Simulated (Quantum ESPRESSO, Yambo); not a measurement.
# A GW chain in Yambo: BeTe (F-43m), part 2 of 3

How does a plane-wave GW calculation on BeTe (F-43m) run from the first input to the gap?

Quantum ESPRESSO 7.5 and Yambo 5.3.0; PBE and many-body steps on it, plane waves. Known limits of the many-body steps: not at the basis limit; exchange with frozen shells missing; no spin-orbit coupling; coarse k mesh.

So far. Step 2 (Ground state): The gap is indirect, with the least direct gap 1.74 eV higher. Step 3 (Bands along the symmetry lines): The gap is 1.864 eV, as in the run before at this level.

The database entry behind the starting cell differs from later determinations by our own check (an axis about 1.5 % short against later determinations), so it need not match the best structure at ambient conditions.

## Step 4: Empty states on the mesh, 4×4×4 mesh, 106 bands

Level of this step: DFT, PBE, plane waves, norm-conserving pseudopotentials (Quantum ESPRESSO).

The sums over transitions need many empty states on a uniform mesh; this step solves for them.

Contents of pw.in:

```
&control
  calculation = 'nscf'
  prefix = 'x'
  outdir = 'o'
  pseudo_dir = 'pseudo'
/
&system
  ibrav = 0
  nat = 2
  ntyp = 2
  ecutwfc = 76.0
  nbnd = 106
  force_symmorphic = .true.
/
&electrons
  conv_thr = 1e-9
  electron_maxstep = 80
  diago_full_acc = .true.
  diago_thr_init = 5e-6
/
ATOMIC_SPECIES
  Be 9.012 Be.upf
  Te 127.6 Te.upf
CELL_PARAMETERS angstrom
  0.0000000000 2.7700000000 2.7700000000
  2.7700000000 0.0000000000 2.7700000000
  2.7700000000 2.7700000000 -0.0000000000
ATOMIC_POSITIONS crystal
  Be 0.0000000000 0.0000000000 0.0000000000
  Te 0.2500000000 0.2500000000 0.2500000000
K_POINTS automatic
  4 4 4 0 0 0
```

The run is started by

```bash
OMP_NUM_THREADS=1 mpirun -n 4 pw.x -nk 4 -in pw.in > pw.out
```

Log:

```text
[banner, memory and clock lines left out]
Program PWSCF v.7.5 starts

     Atomic positions and unit cell read from directory:
     o/x.save/

     Message from routine setup:
     using ibrav=0 with symmetry is DISCOURAGED, use correct ibrav instead

     G-vector sticks info

     bravais-lattice index     =            0
     lattice parameter (alat)  =       7.4028  a.u.
     unit-cell volume          =     286.8573 (a.u.)^3
     number of atoms/cell      =            2
     number of atomic types    =            2
     number of electrons       =        20.00
     number of Kohn-Sham states=          106
     kinetic-energy cutoff     =      76.0000  Ry
     charge density cutoff     =     304.0000  Ry
     Exchange-correlation= PBE
                           (   1   4   3   4   0   0   0)

     celldm(1)=   7.402759  celldm(2)=   0.000000  celldm(3)=   0.000000
     celldm(4)=   0.000000  celldm(5)=   0.000000  celldm(6)=   0.000000

     crystal axes: (cart. coord. in units of alat)
               a(1) = (   0.000000   0.707107   0.707107 )
               a(2) = (   0.707107   0.000000   0.707107 )
               a(3) = (   0.707107   0.707107  -0.000000 )

     reciprocal axes: (cart. coord. in units 2 pi/alat)
               b(1) = ( -0.707107  0.707107  0.707107 )
               b(2) = (  0.707107 -0.707107  0.707107 )
               b(3) = (  0.707107  0.707107 -0.707107 )
     Pseudo is Norm-conserving, Zval =  4.0
     Generated using ONCVPSP code by D. R. Hamann
     Using radial grid of 1358 points,  4 beta functions with:
     Pseudo is Norm-conserving + core correction, Zval = 16.0
     Generated using ONCVPSP code by D. R. Hamann
     Using radial grid of 1294 points,  6 beta functions with:
     Be                4.00     9.01200     Be( 1.00)
     Te               16.00   127.60000     Te( 1.00)

     24 Sym. Ops. (no inversion) found

   Cartesian axes

     site n.     atom                  positions (alat units)
         1        Be     tau(   1) = (   0.0000000   0.0000000   0.0000000  )
         2        Te     tau(   2) = (   0.3535534   0.3535534   0.3535534  )

     number of k points=     8
                       cart. coord. in units 2pi/alat
        k(    1) = (   0.0000000   0.0000000   0.0000000), wk =   0.0312500
        k(    2) = (   0.1767767   0.1767767  -0.1767767), wk =   0.2500000
        k(    3) = (  -0.3535534  -0.3535534   0.3535534), wk =   0.1250000
[...]
k(    7) = (  -0.7071068   0.0000000   0.0000000), wk =   0.0937500
        k(    8) = (  -0.7071068   0.3535534   0.0000000), wk =   0.1875000

     Dense  grid:    25749 G-vectors     FFT dimensions: (  45,  45,  45)

     The potential is recalculated from file :
     o/x.save/charge-density

     Starting wfcs are   11 randomized atomic wfcs +   95 random wfcs

     Band Structure Calculation

     End of band structure calculation

          k = 0.0000 0.0000 0.0000 (  3143 PWs)   bands (ev):

   -91.8186 -27.9676 -27.9676 -27.9676 -27.9532 -27.9532  -4.1965   8.4374
     8.4374   8.4374  12.0433  12.0433  12.0433  12.6444  17.0120  19.0089
    19.0089  19.9802  19.9802  19.9802  23.9052  33.1946  33.1946  33.1946
[...]
97.6234  97.6529

          k = 0.1768 0.1768-0.1768 (  3215 PWs)   bands (ev):

[...]
98.5315  98.9747

          k =-0.3536-0.3536 0.3536 (  3214 PWs)   bands (ev):

[...]
86.8024  88.9534  90.5873  90.5873  91.3993  91.4460  91.4460  91.9911
    93.6718  93.6718  96.0148  96.4420  96.8789  97.1389  97.1389  98.4959
    98.4959  98.8685

          k = 0.3536 0.0000 0.0000 (  3207 PWs)   bands (ev):

     [... further k-points ...]

     highest occupied, lowest unoccupied level (ev):     8.4374   10.3016

     XML data file, pseudopotentials, collected wavefunctions
```

Elapsed: 6.4 s, on 4 MPI ranks of Arm Neoverse V1, shared host; peak memory 0.31 GiB.

This step gave:

* gap: 1.864 eV
* k of the valence top: 0, 0, 0
* k of the conduction bottom: 0, -0.5, -0.5
* least direct gap: 3.606 eV
* k points computed: 8
* lowest point of the top converged band, above the valence top: 87.9788 eV

On this mesh the gap is 1.864 eV.

## Step 5: Conversion and set-up

This step: Yambo 5.3.0; conversion and set-up on PBE, plane waves, norm-conserving pseudopotentials.

The states are converted to the many-body program's format and the q mesh is built.

The run is started by

```bash
(cd o/x.save; p2y > p2y.log; mv SAVE ../..); yambo > setup.log
```

Log:

```text
 Yambo, version 5.3.0

 [02] CORE Variables Setup
 =========================

  [02.01] Unit cells
  ==================

  Cell kind             :  FCC
  Atoms in the cell     :  Be  Te
  number of Be atoms    :  1
  number of Te atoms    :  1

  List of atomic masses
  Mass of Be    :  9.012000
  Mass of Te    :  127.6000

  List of atomic coordinates    : [cc]
  Be1       :  0.000000  0.000000  0.000000  order 1
  Te1       :  2.617271  2.617271  2.617271  order 2

  Alat factors          :  5.234541  5.234541  5.234541 [a.u.]
  Direct lattice volume :  286.8573 [a.u.]
  Direct lattice vectors:  A[ 1 ]  A[ 2 ]  A[ 3 ]
   A[ 1 ]:  0.000000  1.000000  1.000000  [iru]
   0.000000  5.234541  5.234541  [cc]
   A[ 2 ]:  1.000000  0.000000  1.000000  [iru]
   5.234541  0.000000  5.234541  [cc]
   A[ 3 ]:  1.000000  1.000000 -0.000000  [iru]
   5.234541  5.234541 -0.000000  [cc]

  Recip. lattice volume :  0.864716 [a.u.]
  Recip. lattice vectors:  B[ 1 ]  B[ 2 ]  B[ 3 ]
   B[ 1 ]: -0.500000  0.500000  0.500000  [iku]
  -0.600166  0.600166  0.600166  [cc]
   B[ 2 ]:  0.500000 -0.500000  0.500000  [iku]
   0.600166 -0.600166  0.600166  [cc]
   B[ 3 ]:  0.500000  0.500000 -0.500000  [iku]
   0.600166  0.600166 -0.600166  [cc]

  [02.02] Symmetries
  ==================

  Inversion symmetry    : yes
  Spatial inversion     : no
  Inversion index       :  25
  K-space Time-reversal : yes
  Magnetic symmetries   : no
  Time-reversal derived K-space symmetries:   25   48
  Group table correct   : yes
  Symmetries units      :  [cc]

   [S  1]:   1.0000      0.34382E-16  0.34382E-16  0.34382E-16   1.0000     -0.34382E-16 -0.34382E-16 -0.34382E-16   1.0000
   [S  2]:  -1.0000     -0.34382E-16  0.34382E-16 -0.34382E-16  -1.0000     -0.34382E-16  0.34382E-16  0.34382E-16   1.0000
   [S  3]:  -1.0000      0.34382E-16 -0.34382E-16 -0.34382E-16   1.0000      0.34382E-16  0.34382E-16 -0.34382E-16  -1.0000
[...]
[S  9]:  0.34382E-16   1.0000      0.34382E-16 -0.34382E-16  0.34382E-16   1.0000       1.0000     -0.34382E-16 -0.34382E-16
   [S 10]:  0.34382E-16  -1.0000     -0.34382E-16 -0.34382E-16 -0.34382E-16  -1.0000       1.0000      0.34382E-16  0.34382E-16
     [... 36 further rows ...]
   [S*47]:   1.0000      0.34382E-16 -0.34382E-16  0.34382E-16 -0.34382E-16  -1.0000     -0.34382E-16   1.0000      0.34382E-16
   [S*48]:   1.0000     -0.34382E-16  0.34382E-16  0.34382E-16  0.34382E-16   1.0000     -0.34382E-16  -1.0000     -0.34382E-16

  [02.03] Reciprocal space
  ========================

  nG shells         :  284
  nG charge         :  25749
  nG WFs            :   3890
  nC WFs            :   3250
  G-vecs. in first 28 shells:  [ Number ]
     1    9   15   27   51   59   65   89  113
    137   169   181   229   259   283   307   331   339
    387   411   459   531   537   561   609   645   701
    725
  ...
  Shell energy in first 28 shells:  [ mHa ]
[...]
K/Q-points units:
  rlu = crystal or reduced units; cc = cartesian coordinates; iku = interal k-units

  K [1]          [rlu]:  0.000000  0.000000  0.000000
         WF components:  3143
  K [2]          [rlu]: -0.15124E-17 -0.15124E-17  0.25000
         WF components:   3215
  K [3]          [rlu]:  0.30247E-17  0.30247E-17 -0.50000
         WF components:   3214
  K [4]          [rlu]: -0.97766E-18  0.25000      0.25000
         WF components:   3207
  K [5]          [rlu]:  0.18396E-16  0.25000     -0.50000
         WF components:   3208
  [... 2 further k-points ...]
  K [8]          [rlu]:  0.250000 -0.500000 -0.250000
         WF components:   3188

  [02.05] Energies & Occupations
  ==============================

  [X] === General ===
  [X] Electronic Temperature                        :  0.000000  0.000000 [eV K]
  [X] Bosonic    Temperature                        :  0.000000  0.000000 [eV K]
  [X] Finite Temperature mode                       : no
  [X] El. density                                   :  0.47050E+24 [cm-3]
  [X] Fermi Level                                   :  8.437427 [eV]

  [X] === Gaps and Widths ===
  [X] Conduction Band Min                           :  1.864207 [eV]
  [X] Valence Band Max                              :  0.000000 [eV]
  [X] Filled Bands                                  :  10
  [X] Empty Bands                                   :   11  106
  [X] Direct Gap                                    :  3.605898 [eV]
  [X] Direct Gap localized at k                     :  1
  [X] Indirect Gap                                  :  1.864207 [eV]
  [X] Indirect Gap between kpts                     :   1   7
  [X] Last valence band width                       :  3.441678 [eV]
  [X] 1st conduction band width                     :  3.469896 [eV]

  E @ K [1]:  [eV]
   -100.26      -36.405      -36.405      -36.405      -36.391      -36.391      -12.634     -0.48180E-09
  -0.12967E-09   0.0000       3.6059       3.6059       3.6059       4.2070       8.5746       10.571
   10.57146  11.54282  11.54282  11.54282  15.46781  24.75713  24.75713  24.75713
  occ @ K [1]
[...]
E @ K [2]:  [eV]
[...]
occ @ K [2]
[...]
E @ K [3]:  [eV]
[...]
occ @ K [3]
[...]
E @ K [4]:  [eV]
[...]
occ @ K [4]
[...]
E @ K [5]:  [eV]
[...]
occ @ K [5]
[...]
[... 2 further k-points ...]
  E @ K [8]:  [eV]
[...]
occ @ K [8]
[...]
2.000000  2.000000  0.000000  0.000000  0.000000  0.000000  0.000000  0.000000
   0.000000  0.000000  0.000000  0.000000  0.000000  0.000000  0.000000  0.000000

 [03] Transferred momenta grid and indexing
 ==========================================

 IBZ Q-points                                      :   8
 BZ  Q-points                                      :   64

 K/Q-points units:
 rlu = crystal or reduced units; cc = cartesian coordinates; iku = interal k-units

 Q [1]          [rlu]:  0.000000  0.000000  0.000000
 Q [2]          [rlu]: -0.61447E-17 -0.61447E-17  0.25000
 Q [3]          [rlu]:  0.12289E-16  0.12289E-16 -0.50000
[...]
Q [7]          [rlu]: -0.44291E-16 -0.50000     -0.50000
 Q [8]          [rlu]:  0.250000 -0.500000 -0.250000

  [03.01] X indexes
  =================

   [03.01.01] Sigma indexes
   ========================

 [06] Game Over & Game summary
```

It took 2.3 s on 1 MPI rank; peak memory 0.24 GiB.

[end of part 2 of 3]

[Paths, hosts, dates, memory and timing lines, banners, echoed tables and standing remarks are left out of the program output.]

[Logs are printed without paths, hosts, clocks, repeated set-up lines and the standing remarks that a program may print on its own settings, such as how far it seeks lower states.]

[Runs of the session that timed out or met a known fault of the program may be left out.]

[Hosts, paths, dates, database ids (printed as entryN), source tags and the programs' standing remarks are cut or masked in the printed files.]
